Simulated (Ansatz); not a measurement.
## Structure optimisation: selenium, fcc

The calculation used DFT, RPBE, plane waves (420 eV) with PAW, scalar-relativistic (Ansatz). (PAW data from PBE, frozen cores regenerated.)

k-point mesh 12×12×12, Fermi-Dirac smearing 0.1 eV, no spin polarisation. Cell and atoms relax.

Starting structure:

```yaml
crystal:
  lattice:
    - [0.00000, 2.21751, 2.21751]
    - [2.21751, 0.00000, 2.21751]
    - [2.21751, 2.21751, 0.00000]
  atoms:
    - { symbol: Se, position: [0.00000, 0.00000, 0.00000] }
```

The pressure at the start is -2.1 GPa. By how much does the volume change?

From 21.81 to 21.02 Å³ per atom, -3.6 %. The final cell has a = 4.381 Å.

How much energy does the relaxation gain?

5.5 meV per atom.
